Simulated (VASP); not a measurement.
## LiCl: input slips in a relaxation and what they do

Some relaxations of LiCl get a fault in the input on purpose. Which of them show, and how? The starting structure is a measured crystal structure from the Crystallography Open Database. The first relaxation on each setting starts from this cell expanded by 3 % in volume.

Main program and level: VASP 6.6.1; Kohn-Sham DFT with plane waves and PAW; PBEsol.

## (1) The starting structure

The structure is cubic, space group Fm-3m (No. 225). The conventional cell has a = 5.143 Å, b = 5.143 Å, c = 5.143 Å, α = 90.00°, β = 90.00°, γ = 90.00°. Nearest to Cl lie 6 Li at 2.57 Å. Nearest to Li lie 6 Cl at 2.57 Å. Farther neighbours and most contacts between anions are not listed.

Coordinates:

```cif
data_structure
_symmetry_space_group_name_H-M 'P 1'
_symmetry_Int_Tables_number 1
_cell_length_a 3.6367
_cell_length_b 3.6367
_cell_length_c 3.6367
_cell_angle_alpha 60.000
_cell_angle_beta 60.000
_cell_angle_gamma 60.000
_cell_volume 34.01
loop_
_atom_site_label
_atom_site_type_symbol
_atom_site_fract_x
_atom_site_fract_y
_atom_site_fract_z
_atom_site_occupancy
Cl1 Cl 0.50000 0.50000 0.50000 1
Li2 Li 0.00000 0.00000 0.00000 1
```

## (2) Reference relaxation

This run starts from the cell of an earlier relaxation, which isn't shown; the restart sets up the plane waves anew.

Contents of INCAR:

```
SYSTEM = LiCl
PREC = Accurate
ENCUT = 650
EDIFF = 1E-06
NELM = 100
ISMEAR = 0
SIGMA = 0.03
LREAL = .FALSE.
ALGO = Normal
GGA = PS
NBANDS = 11
LORBIT = 11
LWAVE = .FALSE.
LCHARG = .FALSE.
KPAR = 4
IBRION = 2
NSW = 50
ISIF = 3
EDIFFG = -0.006
```

Contents of POSCAR:

```
LiCl
1.0
    0.0000000000      2.5301518162      2.5301518162
    2.5301518162      0.0000000000      2.5301518162
    2.5301518162      2.5301518162      0.0000000000
Cl Li
1 1
Direct
    0.5000000000      0.5000000000      0.5000000000
    0.0000000000      0.0000000000      0.0000000000
```

Contents of KPOINTS:

```
Automatic mesh
0
Gamma
8 8 8
0 0 0
```

Potentials, in the order of the species: Cl and Li_sv (PBE family, release 64).

The run is started by

```sh
$ mpirun -np 4 vasp_std
```

The log of the run:

```text
[banner, memory and clock lines left out]
running    4 mpi-ranks, on    1 nodes
 distrk:  each k-point on    1 cores,    4 groups
 distr:  one band on    1 cores,    1 groups

 POSCAR found type information on POSCAR ClLi
 POSCAR found :  2 types and       2 ions
|                                                                             |
|               ----> ADVICE to this user running VASP <----                  |
|                                                                             |
|     You enforced a specific xc type in the INCAR file but a different       |
|     [... a line on the potential file left out ...]
|     I HOPE YOU KNOW WHAT YOU ARE DOING!                                     |
|                                                                             |

 LDA part: xc-table for (Slater+PW92), standard interpolation
 POSCAR, INCAR and KPOINTS ok, starting setup
 FFT: planning ... GRIDC
 FFT: planning ... GRID_SOFT
 FFT: planning ... GRID
 WAVECAR not read
 entering main loop
       N       E                     dE             d eps       ncg     rms          rms(c)
DAV:   1     0.450608990759E+02    0.45061E+02   -0.46218E+03   638   0.981E+02
DAV:   2    -0.487322821258E+01   -0.49934E+02   -0.46255E+02   841   0.161E+02
DAV:   3    -0.761951367710E+01   -0.27463E+01   -0.27335E+01   824   0.385E+01
DAV:   4    -0.769072681810E+01   -0.71213E-01   -0.71146E-01   929   0.605E+00
DAV:   5    -0.769145747373E+01   -0.73066E-03   -0.73059E-03   807   0.594E-01    0.235E+00
DAV:   6    -0.763945289379E+01    0.52005E-01   -0.10419E-01   858   0.163E+00    0.159E+00
DAV:   7    -0.763736374255E+01    0.20892E-02   -0.33964E-02   974   0.106E+00    0.752E-01
DAV:   8    -0.763902650814E+01   -0.16628E-02   -0.33537E-03   783   0.445E-01    0.981E-02
DAV:   9    -0.763901865961E+01    0.78485E-05   -0.12612E-04   845   0.889E-02    0.316E-02
DAV:  10    -0.763904309828E+01   -0.24439E-04   -0.38832E-05   735   0.484E-02    0.237E-02
DAV:  11    -0.763904374339E+01   -0.64511E-06   -0.42870E-06   809   0.144E-02
   1 F= -.76390437E+01 E0= -.76390437E+01  d E =-.763904E+01
 curvature:   0.00 expect dE= 0.000E+00 dE for cont linesearch  0.000E+00
 trial: gam= 0.00000 g(F)=  0.110E-64 g(S)=  0.494E-07 ort = 0.000E+00 (trialstep = 0.100E+01)
 search vector abs. value=  0.495E-07
 reached required accuracy - stopping structural energy minimisation
```

Wall time 3.2 s (4 MPI ranks of Intel Xeon 6975P-C (Granite Rapids), shared host); peak memory 0.61 GiB; 9.4 s of CPU time.

The logs omit lines about the potential files and the build; timing stands in the text.

From OUTCAR (step 2):

```text
ion  position               nearest neighbor table
   1  0.500  0.500  0.500-   2 2.53   2 2.53   2 2.53   2 2.53   2 2.53   2 2.53
   2  0.000  0.000  0.000-   1 2.53   1 2.53   1 2.53   1 2.53   1 2.53   1 2.53

  LATTYP: Found a face centered cubic cell.
 ALAT       =     5.0603036324

 Subroutine GETGRP returns: Found 48 space group operations
 (whereof 48 operations were pure point group operations)

The static configuration has the point symmetry O_h .

 Found     29 irreducible k-points:

   k-points           NKPTS =     29   k-points in BZ     NKDIM =     29   number of bands    NBANDS=     11

   dimension x,y,z NGX =    30 NGY =   30 NGZ =   30
   dimension x,y,z NGXF=    60 NGYF=   60 NGZF=   60

   ENCUT  =  650.0 eV  47.77 Ry    6.91 a.u.   7.44  7.44  7.44*2*pi/ulx,y,z

   NELECT =      10.0000    total number of electrons

 k-points in reciprocal lattice and weights: Automatic mesh
   0.00000000  0.00000000  0.00000000       0.002
   0.12500000  0.00000000  0.00000000       0.016
   0.25000000  0.00000000  0.00000000       0.016
   0.37500000  0.00000000  0.00000000       0.016
   0.50000000  0.00000000  0.00000000       0.008
   0.12500000  0.12500000  0.00000000       0.012
   0.25000000  0.12500000  0.00000000       0.047
   0.37500000  0.12500000  0.00000000       0.047
   0.50000000  0.12500000  0.00000000       0.047
[...]
-0.37500000  0.50000000  0.12500000       0.023
  -0.25000000  0.50000000  0.25000000       0.012

 average (electrostatic) potential at core
       1 -92.5109       2 -61.2280

 E-fermi :   1.1511

 k-point     1 :       0.0000    0.0000    0.0000
  band No.  band energies     occupation
      1     -41.8954      2.00000
      2     -12.6946      2.00000
      3       0.8480      2.00000
      4       0.8480      2.00000
      5       0.8480      2.00000
      6       7.2184      0.00000
      7      12.6918      0.00000
      8      12.6918      0.00000
      9      12.6918      0.00000
     10      15.5021      0.00000
    ...

 k-point     2 :       0.1250    0.0000    0.0000
  band No.  band energies     occupation
      1     -41.8948      2.00000
      2     -12.6108      2.00000
      3       0.2760      2.00000
      4       0.8027      2.00000
      5       0.8027      2.00000
      6       7.6889      0.00000
      7      11.9034      0.00000
      8      12.6268      0.00000
      9      12.6268      0.00000
     10      13.9568      0.00000
    ...

 k-point     3 :       0.2500    0.0000    0.0000
  band No.  band energies     occupation
      1     -41.8934      2.00000
      2     -12.3962      2.00000
      3      -0.8629      2.00000
      4       0.6996      2.00000
      5       0.6996      2.00000
      6       8.0303      0.00000
      7      11.4862      0.00000
      8      11.4862      0.00000
      9      11.8542      0.00000
     10      14.8067      0.00000
    ...

  Total        0.0008259      0.0008259      0.0008259      0.0000000      0.0000000     -0.0000000
  in kB        0.0408491      0.0408491      0.0408491      0.0000000      0.0000000     -0.0000000
  external PRESSURE =       0.0408491 kB  Pullay stress =       0.0000000 kB

  energy-cutoff  :      650.00
  volume of cell :       32.39
      direct lattice vectors                 reciprocal lattice vectors
     0.000000000  2.530151816  2.530151816    -0.197616600  0.197616600  0.197616600
     2.530151816  0.000000000  2.530151816     0.197616600 -0.197616600  0.197616600
     2.530151816  2.530151816  0.000000000     0.197616600  0.197616600 -0.197616600

 POSITION                                       TOTAL-FORCE (eV/Angst)
 -----------------------------------------------------------------------------------
      2.53015      2.53015      2.53015        -0.000000      0.000000     -0.000000
      0.00000      0.00000      0.00000         0.000000     -0.000000      0.000000
 -----------------------------------------------------------------------------------
    total drift:                               -0.000000     -0.000000      0.000000

  FREE ENERGIE OF THE ION-ELECTRON SYSTEM (eV)
  ---------------------------------------------------
  free  energy   TOTEN  =        -7.6390437434 eV

  energy  without entropy=       -7.6390437434  energy(sigma->0) =       -7.63904374

 reached required accuracy - stopping structural energy minimisation

 total charge
# of ion       s       p       d       tot
------------------------------------------
    1        1.579   3.567   0.000   5.146
    2        2.008   0.040   0.000   2.049
--------------------------------------------------
tot          3.588   3.607   0.000   7.195

[... 3 further parts left out ...]
```

CONTCAR:

```
LiCl
   1.00000000000000
     0.0000000000000000    2.5301518162000001    2.5301518162000001
     2.5301518162000001    0.0000000000000000    2.5301518162000001
     2.5301518162000001    2.5301518162000001    0.0000000000000000
  Cl              Li
     1     1
Direct
     0.5000000000000000    0.5000000000000000    0.5000000000000000
     0.0000000000000000    0.0000000000000000    0.0000000000000000
```

The PAW data sets were made with PBE, which is usual practice but a small mismatch for other functionals. The run keeps the 48 symmetry operations of its start, so it cannot find a distortion of lower symmetry.

The reference relaxation ends at 16.197 Å³ an atom.

## (3) Relaxation with the cell held fixed (ISIF = 2)

A slip made on purpose: the cell held fixed (ISIF = 2). Against step 2 the input has ISIF = 2 (also changed: NELM).

INCAR, as its differences from that of step 2:

```diff
@@ -4,3 +4,3 @@
 EDIFF = 1E-06
-NELM = 100
+NELM = 60
 ISMEAR = 0
@@ -17,3 +17,3 @@
 NSW = 50
-ISIF = 3
+ISIF = 2
 EDIFFG = -0.006
```

Contents of POSCAR:

```
LiCl
1.0
    0.0000000000      2.5969620520      2.5969620520
    2.5969620520      0.0000000000      2.5969620520
    2.5969620520      2.5969620520      0.0000000000
Cl Li
1 1
Direct
    0.5000000000      0.5000000000      0.5000000000
    0.0000000000      0.0000000000      0.0000000000
```

KPOINTS is that of step 2.

The run is started by

```sh
$ mpirun -np 4 vasp_std
```

The log of the run:

```text
[banner, memory and clock lines left out]
running    4 mpi-ranks, on    1 nodes
[...]
[... a notice as in an earlier step ...]

 LDA part: xc-table for (Slater+PW92), standard interpolation
 POSCAR, INCAR and KPOINTS ok, starting setup
[...]
entering main loop
       N       E                     dE             d eps       ncg     rms          rms(c)
DAV:   1     0.467078171378E+02    0.46708E+02   -0.47260E+03   638   0.980E+02
DAV:   2    -0.461613797648E+01   -0.51324E+02   -0.49180E+02   761   0.158E+02
DAV:   3    -0.759864981411E+01   -0.29825E+01   -0.29743E+01   823   0.417E+01
DAV:   4    -0.767696512340E+01   -0.78315E-01   -0.78267E-01   886   0.652E+00
[...]
DAV:   9    -0.762010268733E+01    0.95515E-05   -0.18165E-04   828   0.104E-01    0.405E-02
DAV:  10    -0.762013538280E+01   -0.32695E-04   -0.59711E-05   753   0.581E-02    0.306E-02
DAV:  11    -0.762013624358E+01   -0.86078E-06   -0.71736E-06   851   0.179E-02
   1 F= -.76201362E+01 E0= -.76201362E+01  d E =-.762014E+01
[...]
reached required accuracy - stopping structural energy minimisation
```

Wall time 2.6 s (4 MPI ranks); peak memory 0.66 GiB.

From OUTCAR (step 3):

```text
  Total       -0.5101461     -0.5101461     -0.5101461     -0.0000000      0.0000000     -0.0000000
  in kB      -23.3334159    -23.3334159    -23.3334159     -0.0000000      0.0000000     -0.0000000
  external PRESSURE =     -23.3334159 kB  Pullay stress =       0.0000000 kB

 POSITION                                       TOTAL-FORCE (eV/Angst)
 -----------------------------------------------------------------------------------
      2.59696      2.59696      2.59696        -0.000000     -0.000000     -0.000000
      0.00000      0.00000      0.00000         0.000000      0.000000      0.000000
 -----------------------------------------------------------------------------------
    total drift:                               -0.000000     -0.000000      0.000000

  FREE ENERGIE OF THE ION-ELECTRON SYSTEM (eV)
  ---------------------------------------------------
  free  energy   TOTEN  =        -7.6201362436 eV

  energy  without entropy=       -7.6201362436  energy(sigma->0) =       -7.62013624

[... 2 parts as in an earlier step ...]

[... 2 further parts left out ...]
[key lines of the parts left out:]
E-fermi :   0.4622
```

With the cell held fixed (ISIF = 2) the cell ends at 17.514 Å³ an atom, +8.13 % from the reference.

## (4) Relaxation with a k mesh far too coarse

A slip made on purpose: a k mesh far too coarse. Against step 2 the input has a 2×2×2 mesh (also changed: NELM, NCORE and KPAR).

INCAR, as its differences from that of step 3:

```diff
@@ -14,6 +14,6 @@
 LCHARG = .FALSE.
-KPAR = 4
+NCORE = 4
 IBRION = 2
 NSW = 50
-ISIF = 2
+ISIF = 3
 EDIFFG = -0.006
```

POSCAR is that of step 3.

Contents of KPOINTS:

```
Automatic mesh
0
Gamma
2 2 2
0 0 0
```

The run is started by

```sh
$ mpirun -np 4 vasp_std
```

The log of the run:

```text
[banner, memory and clock lines left out]
running    4 mpi-ranks, on    1 nodes
[...]
[... a notice as in an earlier step ...]

 LDA part: xc-table for (Slater+PW92), standard interpolation
 POSCAR, INCAR and KPOINTS ok, starting setup
[...]
entering main loop
       N       E                     dE             d eps       ncg     rms          rms(c)
DAV:   1     0.538152717688E+02    0.53815E+02   -0.46455E+03    66   0.978E+02
DAV:   2    -0.406804133789E+01   -0.57883E+02   -0.50248E+02    78   0.143E+02
DAV:   3    -0.717708480458E+01   -0.31090E+01   -0.31035E+01    86   0.402E+01
DAV:   4    -0.721857752581E+01   -0.41493E-01   -0.41453E-01    91   0.540E+00
[...]
DAV:  10    -0.709612193428E+01   -0.52821E-04   -0.10944E-04    84   0.750E-02    0.516E-02
DAV:  11    -0.709612408421E+01   -0.21499E-05   -0.13127E-05    89   0.266E-02    0.398E-03
DAV:  12    -0.709612453424E+01   -0.45002E-06   -0.41336E-07    59   0.558E-03
   1 F= -.70961245E+01 E0= -.70961245E+01  d E =-.709612E+01
[...]
DAV:   4    -0.711474364608E+01    0.39936E-03   -0.89248E-04   109   0.225E-01    0.753E-02
DAV:   5    -0.711468672362E+01    0.56922E-04   -0.17008E-04    94   0.807E-02    0.239E-02
DAV:   6    -0.711468721205E+01   -0.48844E-06   -0.30987E-06    83   0.158E-02
   2 F= -.71146872E+01 E0= -.71146872E+01  d E =-.185627E-01
 trial-energy change:   -0.018563  1 .order   -0.018689   -0.025798   -0.011579
 step:   1.9062(harm=  1.8144)  dis= 0.00000  next Energy=    -7.119840 (dE=-0.237E-01)
[...]
N       E                     dE             d eps       ncg     rms          rms(c)
DAV:   1    -0.719231934763E+01   -0.77633E-01   -0.12754E+00    66   0.716E+00    0.170E+00
DAV:   2    -0.712864390982E+01    0.63675E-01   -0.13323E-01    77   0.232E+00    0.614E-01
DAV:   3    -0.712041831476E+01    0.82256E-02   -0.30344E-02    66   0.983E-01    0.380E-01
DAV:   4    -0.712007962066E+01    0.33869E-03   -0.73161E-04   109   0.202E-01    0.634E-02
DAV:   5    -0.712003389582E+01    0.45725E-04   -0.13789E-04    88   0.729E-02    0.216E-02
DAV:   6    -0.712003442801E+01   -0.53219E-06   -0.24595E-06    69   0.143E-02
   3 F= -.71200344E+01 E0= -.71200344E+01  d E =-.239099E-01
[...]
reached required accuracy - stopping structural energy minimisation
```

It took 1.6 s on 4 MPI ranks; peak memory 0.44 GiB; 3.9 s of CPU time.

(Continued in part 2 of 2.)

[Lines on the potential files, build, host, timing and source positions are cut from VASP's logs without a mark.]

[Logs are printed without paths, hosts, clocks, repeated set-up lines and the standing remarks that a program may print on its own settings, such as how far it seeks lower states.]

[Hosts, paths, dates, database ids (printed as entryN), source tags and the programs' standing remarks are cut or masked in the printed files.]
